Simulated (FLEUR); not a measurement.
# Ge (Fd-3m) in FLEUR: notebook

One crystal, Ge, is run at these levels: LDA (Perdew-Zunger); tasks: band structure, equation of state.

Program: FLEUR MaX-R8.1 (later development tree). These are calculated values, not measurements. Logs are shortened: lines on timing, memory, paths and dates and some standing lists are left out, and cuts for length are marked.

**Measured values to compare with.**

“Temperature-dependent photoluminescence in Ge: experiment and theory”, 2020, arxiv:2003.00143 reports, for a bulk crystal of Ge at 0 K: band gap 0.744 eV (indirect).

“Sub-monolayer structures of Ag overlayers on Ge(111): experimental observations and first-principles study”, 2019, arxiv:1908.00180 quotes, for a bulk crystal of Ge: bulk modulus 75.8 GPa.

The results are compared with them further down.

### 1 The crystal as given

The structure is cubic, space group Fd-3m (No. 227). Conventional cell: a = 5.658 Å, b = 5.658 Å, c = 5.658 Å, α = 90.00°, β = 90.00°, γ = 90.00°. Ge (site symmetry -43m) is surrounded by 4 Ge at 2.45 Å.

### 2 Band structure, LDA (Perdew-Zunger)

The input, inp.xml:

```xml
<?xml version="1.0" encoding="UTF-8" standalone="no"?>
<fleurInput fleurInputVersion="0.39">
   <comment>
      Ge                                                                                                  
   </comment>
   <calculationSetup>
      <cutoffs Kmax="4.58" Gmax="14.2" GmaxXC="14.2" numbands="0"/>
      <scfLoop itmax="60" minDistance="0.00001" maxIterBroyd="15" imix="Anderson" alpha="0.05" precondParam="0.0" spinf="2.0" sdNocoIR="T"/>
      <coreElectrons ctail="T" frcor="F" kcrel="0" coretail_lmax="0"/>
      <xcFunctional name="pz" relativisticCorrections="F"/>
      <magnetism jspins="1"/>
      <soc l_soc="F" theta="0.0" phi="0.0" spav="F"/>
      <expertModes spex="0" secvar="F"/>
      <geometryOptimization l_f="F" forcealpha="1.0" forcemix="BFGS" epsdisp="0.00001" epsforce="0.00001"/>
      <ldaU l_linMix="F" mixParam="0.05" spinf="1.0"/>
   </calculationSetup>
   <cell>
      <bzIntegration valenceElectrons="44.0" mode="hist" fermiSmearingEnergy="0.00183747">
         <kPointListSelection listName="default-1"/>
         <!-- k-points included here -->
         <xi:include xmlns:xi="http://www.w3.org/2001/XInclude" href="kpts.xml"> </xi:include>
      </bzIntegration>
      <!-- symmetry operations included here -->
      <xi:include xmlns:xi="http://www.w3.org/2001/XInclude" href="sym.xml"> </xi:include>
      <bulkLattice scale="1.0">
         <bravaisMatrix>
            <row-1>    0.0000000000000000     5.3458651311421859     5.3458651311421859</row-1>
            <row-2>    5.3458651311421859     0.0000000000000000     5.3458651311421859</row-2>
            <row-3>    5.3458651311421859     5.3458651311421859     0.0000000000000000</row-3>
         </bravaisMatrix>
      </bulkLattice>
   </cell>
   <atomSpecies>
      <species name="Germanium (Ge)" element="Ge" atomicNumber="32">
         <mtSphere radius="2.14" gridPoints="707" logIncrement="0.017"/>
         <atomicCutoffs lmax="9" lnonsphr="7"/>
         <electronConfig flipSpins="F">
            <coreConfig>(1s1/2) (2s1/2) (2p1/2) (2p3/2)</coreConfig>
            <valenceConfig>(3s1/2) (3p1/2) (3p3/2) (4s1/2) (3d3/2) (3d5/2) (4p1/2) (4p3/2)</valenceConfig>
            <stateOccupation state="(4p1/2)" spinUp="0.333333" spinDown="0.333333"/>
            <stateOccupation state="(4p3/2)" spinUp="0.666667" spinDown="0.666667"/>
         </electronConfig>
         <energyParameters s="4" p="4" d="3" f="4"/>
         <lo type="SCLO" l="0" n="3" eDeriv="0"/>
         <lo type="SCLO" l="1" n="3" eDeriv="0"/>
         <lo type="SCLO" l="1" n="3" eDeriv="1"/>
         <lo type="HELO" l="2" n="4" eDeriv="0"/>
         <lo type="HELO" l="2" n="4" eDeriv="1"/>
         <lo type="SCLO" l="3" n="4" eDeriv="2"/>
      </species>
   </atomSpecies>
   <atomGroups>
      <atomGroup species="Germanium (Ge)">
         <relPos label="                   1">-3.000/8.000 -3.000/8.000 -3.000/8.000</relPos>
         <relPos label="                   2">3.000/8.000 3.000/8.000 3.000/8.000</relPos>
         <force calculate="T" relaxXYZ="TTT"/>
      </atomGroup>
   </atomGroups>
   <output dos="F" band="F" slice="F">
      <checks vchk="F" cdinf="F"/>
      <bandDOS minEnergy="-.5*Htr" maxEnergy="0.5*Htr" sigma="0.015" storeEVData="T"/>
      <vacuumDOS vacdos="F" integ="F" star="F" nstars="0" locx1="0.0" locy1="0.0" locx2="0.0" locy2="0.0" nstm="0" tworkf="0.0"/>
      <unfoldingBand unfoldBand="F" supercellX="1" supercellY="1" supercellZ="1"/>
      <plotting iplot="0" polar="F">
         <plot TwoD="T" vec1="  1.0  0.0  0.0" vec2="  0.0  1.0  0.0" vec3="  0.0  0.0  1.0" zero="  0.0  0.0  0.0" file="plot"/>
      </plotting>
      <chargeDensitySlicing numkpt="0" minEigenval="0.0" maxEigenval="0.0" nnne="0" pallst="F"/>
      <specialOutput eonly="F"/>
      <moessbauerParams electricFieldGradient="T" isomerShift="T" coreHyperfine="T" valenceHyperfine="T"/>
      <magneticCircularDichroism mcd="F" energyLo="-10.0" energyUp="0.0"/>
   </output>
  <!-- We include the file relax.xml here to enable relaxations (see documentation) -->
  <xi:include xmlns:xi="http://www.w3.org/2001/XInclude" href="relax.xml"> <xi:fallback/> </xi:include>
</fleurInput>
```

The input, crystal.txt:

```
Ge
&input cartesian=F /
0.0000000000  2.8289100000  2.8289100000
2.8289100000  0.0000000000  2.8289100000
2.8289100000  2.8289100000  0.0000000000
1.8897261246
1.0 1.0 1.0

2
32 0.7500000000  0.7500000000  0.7500000000
32 0.5000000000  0.5000000000  0.5000000000

&kpt div1=8 div2=8 div3=8 gamma=T /
```

The input, inp.xml (bands):

```
<?xml version="1.0" encoding="UTF-8" standalone="no"?>
<fleurInput fleurInputVersion="0.39">
   <comment>
      Ge                                                                                                  
   </comment>
   <calculationSetup>
      <cutoffs Kmax="4.58" Gmax="14.2" GmaxXC="14.2" numbands="0"/>
      <scfLoop itmax="60" minDistance="0.00001" maxIterBroyd="15" imix="Anderson" alpha="0.05" precondParam="0.0" spinf="2.0" sdNocoIR="T"/>
      <coreElectrons ctail="T" frcor="F" kcrel="0" coretail_lmax="0"/>
      <xcFunctional name="pz" relativisticCorrections="F"/>
      <magnetism jspins="1"/>
      <soc l_soc="F" theta="0.0" phi="0.0" spav="F"/>
      <expertModes spex="0" secvar="F"/>
      <geometryOptimization l_f="F" forcealpha="1.0" forcemix="BFGS" epsdisp="0.00001" epsforce="0.00001"/>
      <ldaU l_linMix="F" mixParam="0.05" spinf="1.0"/>
   </calculationSetup>
   <cell>
      <bzIntegration valenceElectrons="44.0" mode="hist" fermiSmearingEnergy="0.00183747">
         <kPointListSelection listName="path-1"/>
         <!-- k-points included here -->
         <xi:include xmlns:xi="http://www.w3.org/2001/XInclude" href="kpts.xml"> </xi:include>
      </bzIntegration>
      <!-- symmetry operations included here -->
      <xi:include xmlns:xi="http://www.w3.org/2001/XInclude" href="sym.xml"> </xi:include>
      <bulkLattice scale="1.0">
         <bravaisMatrix>
            <row-1>    0.0000000000000000     5.3458651311421859     5.3458651311421859</row-1>
            <row-2>    5.3458651311421859     0.0000000000000000     5.3458651311421859</row-2>
            <row-3>    5.3458651311421859     5.3458651311421859     0.0000000000000000</row-3>
         </bravaisMatrix>
      </bulkLattice>
   </cell>
   <atomSpecies>
      <species name="Germanium (Ge)" element="Ge" atomicNumber="32">
         <mtSphere radius="2.14" gridPoints="707" logIncrement="0.017"/>
         <atomicCutoffs lmax="9" lnonsphr="7"/>
         <electronConfig flipSpins="F">
            <coreConfig>(1s1/2) (2s1/2) (2p1/2) (2p3/2)</coreConfig>
            <valenceConfig>(3s1/2) (3p1/2) (3p3/2) (4s1/2) (3d3/2) (3d5/2) (4p1/2) (4p3/2)</valenceConfig>
            <stateOccupation state="(4p1/2)" spinUp="0.333333" spinDown="0.333333"/>
            <stateOccupation state="(4p3/2)" spinUp="0.666667" spinDown="0.666667"/>
         </electronConfig>
         <energyParameters s="4" p="4" d="3" f="4"/>
         <lo type="SCLO" l="0" n="3" eDeriv="0"/>
         <lo type="SCLO" l="1" n="3" eDeriv="0"/>
         <lo type="SCLO" l="1" n="3" eDeriv="1"/>
         <lo type="HELO" l="2" n="4" eDeriv="0"/>
         <lo type="HELO" l="2" n="4" eDeriv="1"/>
         <lo type="SCLO" l="3" n="4" eDeriv="2"/>
      </species>
   </atomSpecies>
   <atomGroups>
      <atomGroup species="Germanium (Ge)">
         <relPos label="                   1">-3.000/8.000 -3.000/8.000 -3.000/8.000</relPos>
         <relPos label="                   2">3.000/8.000 3.000/8.000 3.000/8.000</relPos>
         <force calculate="T" relaxXYZ="TTT"/>
      </atomGroup>
   </atomGroups>
   <output dos="F" band="T" slice="F">
      <checks vchk="F" cdinf="F"/>
      <bandDOS minEnergy="-.5*Htr" maxEnergy="0.5*Htr" sigma="0.015" storeEVData="T"/>
      <vacuumDOS vacdos="F" integ="F" star="F" nstars="0" locx1="0.0" locy1="0.0" locx2="0.0" locy2="0.0" nstm="0" tworkf="0.0"/>
      <unfoldingBand unfoldBand="F" supercellX="1" supercellY="1" supercellZ="1"/>
      <plotting iplot="0" polar="F">
         <plot TwoD="T" vec1="  1.0  0.0  0.0" vec2="  0.0  1.0  0.0" vec3="  0.0  0.0  1.0" zero="  0.0  0.0  0.0" file="plot"/>
      </plotting>
      <chargeDensitySlicing numkpt="0" minEigenval="0.0" maxEigenval="0.0" nnne="0" pallst="F"/>
      <specialOutput eonly="F"/>
      <moessbauerParams electricFieldGradient="T" isomerShift="T" coreHyperfine="T" valenceHyperfine="T"/>
      <magneticCircularDichroism mcd="F" energyLo="-10.0" energyUp="0.0"/>
   </output>
  <!-- We include the file relax.xml here to enable relaxations (see documentation) -->
  <xi:include xmlns:xi="http://www.w3.org/2001/XInclude" href="relax.xml"> <xi:fallback/> </xi:include>
</fleurInput>
```

Potentials or basis: all-electron, FLAPW.

Started as:

```
$ inpgen -f crystal.txt -profile fastHighL
$ # inp.xml edited to the form shown
$ fleur_MPI
$ fleur_MPI   # second run, on inp.xml (bands)
```

The program printed:

```text
Welcome to FLEUR        (www.flapw.de)
      MaX-Release 8.1          (www.max-centre.eu)

 ========== k-point set info ==========
 Selected k-point list: default-1
 k-point list type: mesh
 8 x 8 x 8
 Number of k points: 29

 ------------Calculation Setup---------------------------
 Number of MPI-tasks      :            1
 Number of PE/node        :            1
 Number of OMP-threads    :            1
 Most efficient MPI parallelization for:
           1          29
 Additional eigenvalue parallelization possible
 Number of basis functions:          615
 Approximate size of matrices (H+S) per k-point:         0.006 GB
 --------------------------------------------------------
 Iteration:     1   Distance:       6.58242864 me/bohr^3
 Iteration:     2   Distance:       6.15694684 me/bohr^3
 Iteration:     3   Distance:       2.32612050 me/bohr^3
 Iteration:     4   Distance:       0.43557017 me/bohr^3
 Iteration:     5   Distance:       0.45321695 me/bohr^3
 Iteration:     6   Distance:       0.04375518 me/bohr^3
 Iteration:     7   Distance:       0.05004367 me/bohr^3
 Iteration:     8   Distance:       0.01163350 me/bohr^3
 Iteration:     9   Distance:       0.00051070 me/bohr^3
 Iteration:    10   Distance:       0.00045022 me/bohr^3
 Iteration:    11   Distance:       0.00002406 me/bohr^3
 Iteration:    12   Distance:       0.00001355 me/bohr^3
 Iteration:    13   Distance:       0.00000042 me/bohr^3

 ********************************************************************
 Run finished successfully
 Stop message:
   all done
 ********************************************************************
```

output (bands):

```text
Welcome to FLEUR        (www.flapw.de)
      MaX-Release 8.1          (www.max-centre.eu)

 ========== k-point set info ==========
 Selected k-point list: path-1
 k-point list type: path
 Number of k points: 60

 ------------Calculation Setup---------------------------
 Number of MPI-tasks      :            1
 Number of PE/node        :            1
 Number of OMP-threads    :            1
 Most efficient MPI parallelization for:
           1           2           3           4           5           6          10          12          15          20          30          60
 Additional eigenvalue parallelization possible
 Number of basis functions:          615
 Approximate size of matrices (H+S) per k-point:         0.006 GB
 --------------------------------------------------------
 Fermi energy correction for metals:
 Fermi energy in bands.* files may not be consistent with last density.
 Please correct it manually (e.g. in band.gnu file).

 Note: Band structure data (together with different weights) is also stored in the banddos.hdf file.
       A convenient way of extracting and plotting the data from that file is by making use of the

 ********************************************************************
 Run finished successfully
 Stop message:
   Charge density postprocessing done.
 ********************************************************************
```

out.xml (last iteration):

```text
<iteration numberForCurrentRun="   13" overallNumber="   13">
         <energyParameters units="Htr">
            <atomicEP atomType="1" spin="1" branch="4s" branchLowest="-5.77" branchHighest="1.02" value="-0.1682350793"/>
            <atomicEP atomType="1" spin="1" branch="4p" branchLowest="-3.84" branchHighest="1.73" value="0.0456464415"/>
            <atomicEP atomType="1" spin="1" branch="3d" branchLowest="-9.99" branchHighest="-0.66" value="-0.6839397502"/>
            <atomicEP atomType="1" spin="1" branch="4f" branchLowest="-9.99" branchHighest="3.66" value="0.4043586734"/>
            <loAtomicEP atomType="1" spin="1" branch="3s" branchLowest="-49.91" branchHighest="-5.77" value="-5.7667517614"/>
            <loAtomicEP atomType="1" spin="1" branch="3p" branchLowest="-43.61" branchHighest="-3.84" value="-3.8447829062"/>
            <loAtomicEP atomType="1" spin="1" branch="3p" branchLowest="-43.61" branchHighest="-3.84" value="-3.8447829062"/>
            <heloAtomicEP atomType="1" spin="1" branch="4d" branchLowest="2.14" branchHighest="2.14" value="2.1413122672"/>
            <heloAtomicEP atomType="1" spin="1" branch="4d" branchLowest="2.14" branchHighest="2.14" value="2.1413122672"/>
            <loAtomicEP atomType="1" spin="1" branch="4f" branchLowest="-9.99" branchHighest="3.66" value="0.4043627057"/>
         </energyParameters>
         <eigenvalues>
            <eigenvaluesAt spin="1" ikpt="1" k_x="0.00000000" k_y="0.00000000" k_z="0.00000000">
                      -5.7667946434       -5.7667046025       -3.8428362554       -3.8428362554       -3.8428362554
                      -3.8425092328       -3.8425092328       -3.8425092328       -0.6968635635       -0.6968635635
                      -0.6968635635       -0.6955195711       -0.6955195711       -0.6877522476       -0.6877522476
                      -0.6877522476       -0.6872847986       -0.6872847986       -0.2524040148        0.2120153515
                       0.2186745540        0.2186745540        0.2186745540        0.3114867963        0.3114867963
                       0.3114867963        0.4467489152        0.5680949492        0.5680949492        0.6118471465
                       0.6118471465        0.6118471465        0.7181701704        1.1348875659
            </eigenvaluesAt>
            <eigenvaluesAt spin="1" ikpt="2" k_x="0.00000000" k_y="0.00000000" k_z="0.12500000">
                      -5.7667920357       -5.7667071164       -3.8428389961       -3.8428389961       -3.8428301685
[... 38 lines left out ...]
            <state n="2" l="0" j="0.5" energy="-49.9147559015" weight="1.0000000000"/>
            <state n="2" l="1" j="0.5" energy="-44.4050576931" weight="1.0000000000"/>
            <state n="2" l="1" j="1.5" energy="-43.2361225060" weight="2.0000000000"/>
         </coreStates>
         <allElectronCharges>
            <spinDependentCharge spin="1" total="64.0000000" interstitial="4.0854329" mtSpheres="59.9145671"/>
            <totalCharge value="64.0000000008"/>
         </allElectronCharges>
         <moessbauerParams unitsHFF="kG" unitsIS="e/bohr^3" unitsEFG="Htr/bohr^2">
            <coreIsomerShift atomType="1" isTotal="31298.76712">
               <shell n="1" l="0" isomerShift="28416.67373"/>
               <shell n="2" l="0" isomerShift="2856.95929"/>
               <shell n="2" l="1" isomerShift="25.13411"/>
            </coreIsomerShift>
            <isomerShift atomType="1" nucleusRadius="0.0000986" averageDensity="31767.58430"/>
            <electricFieldGradient atomType="1" VXX="0.00000" VYY="0.00000" VZZ="0.00000" asymParam="0.00000">
            </electricFieldGradient>
         </moessbauerParams>
         <totalEnergy                                    value="    -4192.3448519451" units="Htr">
            <sumOfEigenvalues                            value="    -2412.4046213782">
               <coreElectrons value="-2329.4687842982"/>
               <valenceElectrons value="-82.9358370800"/>
            </sumOfEigenvalues>
            <densityCoulombPotentialIntegral value="-6487.3821941103"/>
            <densityEffectivePotentialIntegral value="-6690.8111844160"/>
            <chargeDenXCDenIntegral value="-153.5830388441"/>
            <FockExchangeEnergyValence value="0.0000000000"/>
            <FockExchangeEnergyCore value="0.0000000000"/>
            <atomTypeDependentContributions atomType="1">
               <electronNucleiInteractionDifferentMTs value="5040.3848300972"/>
               <MadelungTerm value="-33.0924489864"/>
            </atomTypeDependentContributions>
            <tkbTimesEntropy value="0.0000369678"/>
            <freeEnergy value="-4192.3448889129"/>
            <extrapolationTo0K value="-4192.3448704290"/>
         </totalEnergy>
         <densityConvergence units="me/bohr^3">
            <chargeDensity spin="1" distance="0.0000004247"/>
         </densityConvergence>
      </iteration>
```

It took 42 s on 1 thread of Arm Neoverse V1, shared host; peak memory 0.06 GiB.

What came out:

```yaml
Free_energy: -114079.5160 eV
Band_gap_along_the_path: none (metal or under the smearing width)
Valence_electrons_inside_the_program's_atomic_spheres: Ge 19.96 (radii Ge 2.14 bohr)
```

Levels at the corners of the path, in eV from the Fermi level:
| point | band 18 | band 19 | band 20 | band 21 | band 22 | band 23 | band 24 | band 25 | band 26 | band 27 |
| --- | --- | --- | --- | --- | --- | --- | --- | --- | --- | --- |
| Γ | -24.63 | -12.80 | -0.16 | 0.02 | 0.02 | 0.02 | 2.55 | 2.55 | 2.55 | 6.23 |
| X | -24.59 | -8.92 | -8.92 | -3.05 | -3.05 | 0.68 | 0.68 | 9.42 | 9.42 | 11.46 |
| W | -24.58 | -8.82 | -8.82 | -3.89 | -3.89 | 4.27 | 4.27 | 4.67 | 4.67 | 10.94 |
| K | -24.57 | -9.39 | -8.33 | -4.33 | -2.61 | 1.09 | 4.03 | 7.12 | 7.34 | 8.11 |
| Γ | -24.63 | -12.80 | -0.16 | 0.02 | 0.02 | 0.02 | 2.55 | 2.55 | 2.55 | 6.23 |
| L | -24.60 | -10.71 | -7.62 | -1.38 | -1.38 | 0.07 | 3.74 | 3.74 | 6.99 | 10.41 |
| U | -24.57 | -9.39 | -8.33 | -4.33 | -2.61 | 1.09 | 4.03 | 7.12 | 7.34 | 8.11 |
| W | -24.58 | -8.82 | -8.82 | -3.89 | -3.89 | 4.27 | 4.27 | 4.67 | 4.67 | 10.94 |
| L | -24.60 | -10.71 | -7.62 | -1.38 | -1.38 | 0.07 | 3.74 | 3.74 | 6.99 | 10.41 |
| K | -24.57 | -9.39 | -8.33 | -4.33 | -2.61 | 1.09 | 4.03 | 7.12 | 7.34 | 8.11 |
| U | -24.57 | -9.39 | -8.33 | -4.33 | -2.61 | 1.09 | 4.03 | 7.12 | 7.34 | 8.11 |
| X | -24.59 | -8.92 | -8.92 | -3.05 | -3.05 | 0.68 | 0.68 | 9.42 | 9.42 | 11.46 |

Core levels (eV from the Fermi level):
| atom | levels |
| --- | --- |
| 1 Ge | 1s1/2 -10933.3, 2s1/2 -1364.2, 2p1/2 -1214.3, 2p3/2 -1182.4 |
| 2 Ge | 1s1/2 -10933.3, 2s1/2 -1364.2, 2p1/2 -1214.3, 2p3/2 -1182.4 |

Caveat: this crystal is a semiconductor, whose small gap the functional closes, so the metal is an error of the method.

### 3 Equation of state, LDA (Perdew-Zunger), 21.28 Å³/atom (volume scaled by 0.94)

inp.xml, as its differences from that of step 2:

```diff
@@ -6,3 +6,3 @@
    <calculationSetup>
-      <cutoffs Kmax="4.58" Gmax="14.2" GmaxXC="14.2" numbands="0"/>
+      <cutoffs Kmax="4.71" Gmax="14.6" GmaxXC="14.6" numbands="0"/>
       <scfLoop itmax="60" minDistance="0.00001" maxIterBroyd="15" imix="Anderson" alpha="0.05" precondParam="0.0" spinf="2.0" sdNocoIR="T"/>
@@ -24,3 +24,3 @@
       <xi:include xmlns:xi="http://www.w3.org/2001/XInclude" href="sym.xml"> </xi:include>
-      <bulkLattice scale="1.0">
+      <bulkLattice scale="0.9795861087">
          <bravaisMatrix>
@@ -34,3 +34,3 @@
       <species name="Germanium (Ge)" element="Ge" atomicNumber="32">
-         <mtSphere radius="2.14" gridPoints="707" logIncrement="0.017"/>
+         <mtSphere radius="2.08" gridPoints="707" logIncrement="0.017"/>
          <atomicCutoffs lmax="9" lnonsphr="7"/>
```

Potentials or basis: all-electron, FLAPW.

Started as:

```
$ inpgen -f crystal.txt -profile fastHighL
$ # inp.xml edited to the form shown
$ fleur_MPI
```

It took 34 s on 1 thread of Arm Neoverse V1, shared host; peak memory 0.08 GiB.

The run converged. Its results:

```yaml
Free_energy: -114079.4980 eV
Band_gap_on_the_k_mesh: 0.24 eV, indirect (least direct gap 0.39 eV)
Valence_electrons_inside_the_program's_atomic_spheres: Ge 19.84 (radii Ge 2.08 bohr)
```

### 4 Equation of state, LDA (Perdew-Zunger), 21.73 Å³/atom (volume scaled by 0.96)

inp.xml, as its differences from that of step 3:

```diff
@@ -24,3 +24,3 @@
       <xi:include xmlns:xi="http://www.w3.org/2001/XInclude" href="sym.xml"> </xi:include>
-      <bulkLattice scale="0.9795861087">
+      <bulkLattice scale="0.9864848297">
          <bravaisMatrix>
```

Started as:

```
$ inpgen -f crystal.txt -profile fastHighL
$ # inp.xml edited to the form shown
$ fleur_MPI
```

Wall time 38 s (1 thread of Arm Neoverse V1, shared host); peak memory 0.08 GiB.

It converged, with:

- Free energy: -114079.5122 eV
- Band gap on the k mesh: 0.18 eV, indirect (least direct gap 0.19 eV)
- Valence electrons inside the program's atomic spheres: Ge 19.82 (radii Ge 2.08 bohr)

(Continued in part 2 of 2.)
